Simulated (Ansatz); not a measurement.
# BN: the cost of one run

Program: Ansatz 0.2.0. Level of theory: DFT PBE, scalar-relativistic, plane waves, PAW. These are calculated values, not measurements.

## 1. Starting point

It takes space group P6_3mc (No. 186, hexagonal). The conventional cell has a = 2.554 Å, b = 2.554 Å, c = 4.227 Å, α = 90.00°, β = 90.00°, γ = 120.00°. Around B (site symmetry 3m) lie 4 N at 1.57 to 1.58 Å. Around N (site symmetry 3m) lie 4 B at 1.57 to 1.58 Å.

As a file:

```xyz
48
Lattice="-3.8309 2.2118 -4.2269 3.8309 -2.2118 -4.2269 -3.8309 -6.6353 4.2269" Properties=species:S:1:pos:R:3 pbc="T T T"
B    -1.2770    0.7373   -4.2280
B     2.5539   -1.4745   -4.2280
B    -6.3848   -3.6863   -0.0012
B    -2.5539   -5.8981   -0.0012
B     0.0000   -5.8981   -0.0012
B    -3.8309   -3.6863   -0.0012
B    -1.2770   -3.6863   -0.0012
B    -1.2770   -3.6863   -4.2280
B    -2.5539   -1.4745   -0.0012
B    -2.5539   -1.4745   -4.2280
B     0.0000   -1.4745   -4.2280
B     0.0000   -1.4745   -0.0012
B     1.2770   -0.7373   -6.3414
B     1.2770   -0.7373   -2.1146
B    -3.8309   -5.1608   -2.1146
B    -3.8309   -5.1608    2.1123
B    -5.1079   -2.9490   -2.1146
B    -1.2770   -5.1608   -2.1146
B     1.2770   -5.1608   -2.1146
B    -2.5539   -2.9490   -2.1146
B     0.0000   -2.9490   -2.1146
B    -3.8309   -0.7373   -2.1146
B    -1.2770   -0.7373   -2.1146
B    -1.2770   -0.7373   -6.3414
N    -1.2770    0.7373   -5.8108
N    -1.2770    0.7373   -1.5839
N    -2.5539   -5.8981    2.6429
N    -2.5539   -5.8981   -1.5839
N     0.0000   -5.8981   -1.5839
N    -3.8309   -3.6863   -1.5839
N    -1.2770   -3.6863   -1.5839
N    -5.1079   -1.4745   -1.5839
N    -2.5539   -1.4745   -1.5839
N     1.2770   -3.6863   -1.5839
N     0.0000   -1.4745   -5.8108
N     0.0000   -1.4745   -1.5839
N    -2.5539    1.4745   -3.6973
N     1.2770   -0.7373   -3.6973
N    -3.8309   -5.1608   -3.6973
N    -3.8309   -5.1608    0.5295
N    -1.2770   -5.1608    0.5295
N    -1.2770   -5.1608   -3.6973
N    -2.5539   -2.9490    0.5295
N    -2.5539   -2.9490   -3.6973
N     0.0000   -2.9490   -3.6973
N    -3.8309   -0.7373   -3.6973
N    -1.2770   -0.7373   -3.6973
N     2.5539   -2.9490   -3.6973
```

The runs take a perfect supercell of 48 atoms; the defect goes to fractional position (0.667, 0.334, 0.000).

## 2. The perfect supercell

input.yaml

```yaml
crystal:
  lattice:
    - [-3.830909, 2.211777, -4.226855]
    - [3.830909, -2.211777, -4.226855]
    - [-3.830909, -6.63533, 4.226855]
  atoms:
    - { symbol: B, position: [0.666805, 0.333471, 0.0] }
    - { symbol: B, position: [0.166805, 0.833471, 0.0] }
    - { symbol: B, position: [0.833472, 0.000138, 0.833333] }
    - { symbol: B, position: [0.333472, 0.500138, 0.833333] }
    - { symbol: B, position: [0.000138, 0.666804, 0.666667] }
    - { symbol: B, position: [0.500138, 0.166804, 0.666667] }
    - { symbol: B, position: [0.166805, 0.333471, 0.5] }
    - { symbol: B, position: [0.666805, 0.833471, 0.5] }
    - { symbol: B, position: [0.333472, 0.000138, 0.333333] }
    - { symbol: B, position: [0.833472, 0.500138, 0.333333] }
    - { symbol: B, position: [0.500138, 0.666804, 0.166667] }
    - { symbol: B, position: [0.000138, 0.166804, 0.166667] }
    - { symbol: B, position: [0.583471, 0.916805, 0.0] }
    - { symbol: B, position: [0.083471, 0.416805, 0.0] }
    - { symbol: B, position: [0.750138, 0.583472, 0.833333] }
    - { symbol: B, position: [0.250138, 0.083472, 0.833333] }
    - { symbol: B, position: [0.916804, 0.250138, 0.666667] }
    - { symbol: B, position: [0.416804, 0.750138, 0.666667] }
    - { symbol: B, position: [0.083471, 0.916805, 0.5] }
    - { symbol: B, position: [0.583471, 0.416805, 0.5] }
    - { symbol: B, position: [0.250138, 0.583472, 0.333333] }
    - { symbol: B, position: [0.750138, 0.083472, 0.333333] }
    - { symbol: B, position: [0.416804, 0.250138, 0.166667] }
    - { symbol: B, position: [0.916804, 0.750138, 0.166667] }
    - { symbol: "N", position: [0.854029, 0.520695, 0.0] }
    - { symbol: "N", position: [0.354029, 0.020695, 0.0] }
    - { symbol: "N", position: [0.020696, 0.187362, 0.833333] }
    - { symbol: "N", position: [0.520696, 0.687362, 0.833333] }
    - { symbol: "N", position: [0.187362, 0.854028, 0.666667] }
    - { symbol: "N", position: [0.687362, 0.354028, 0.666667] }
    - { symbol: "N", position: [0.354029, 0.520695, 0.5] }
    - { symbol: "N", position: [0.854029, 0.020695, 0.5] }
    - { symbol: "N", position: [0.520696, 0.187362, 0.333333] }
    - { symbol: "N", position: [0.020696, 0.687362, 0.333333] }
    - { symbol: "N", position: [0.687362, 0.854028, 0.166667] }
    - { symbol: "N", position: [0.187362, 0.354028, 0.166667] }
    - { symbol: "N", position: [0.770695, 0.104029, 0.0] }
    - { symbol: "N", position: [0.270695, 0.604029, 0.0] }
    - { symbol: "N", position: [0.937362, 0.770696, 0.833333] }
    - { symbol: "N", position: [0.437362, 0.270696, 0.833333] }
    - { symbol: "N", position: [0.104028, 0.437362, 0.666667] }
    - { symbol: "N", position: [0.604028, 0.937362, 0.666667] }
    - { symbol: "N", position: [0.270695, 0.104029, 0.5] }
    - { symbol: "N", position: [0.770695, 0.604029, 0.5] }
    - { symbol: "N", position: [0.437362, 0.770696, 0.333333] }
    - { symbol: "N", position: [0.937362, 0.270696, 0.333333] }
    - { symbol: "N", position: [0.604028, 0.437362, 0.166667] }
    - { symbol: "N", position: [0.104028, 0.937362, 0.166667] }
basis:
  ecutwfc: 420
  fft_grid_basis: typed
kpoints:
  mp_grid: { grid: [2, 2, 2] }
hamiltonian:
  xc: pbe
  pseudopotentials: { kind: paw }
scf:
  occupations: { method: gaussian, width: 0.05 }
output:
  forces: true
  stress: false
  eigenvalues: true
  bader: false
  write_density: true
  volumetric_format: npy
```

Started as:

```console
ansatz run input.yaml --threads 4 --pin off --max-ram 10240MiB --backend cpu --events-out ev --progress --plain --runs-dir out
```

**Question.** How long does this run take on 4 threads of Intel Xeon Platinum 8488C (Sapphire Rapids), shared host, and how much memory does it need?

About 3.2 s, with a peak of 1.2 GiB.
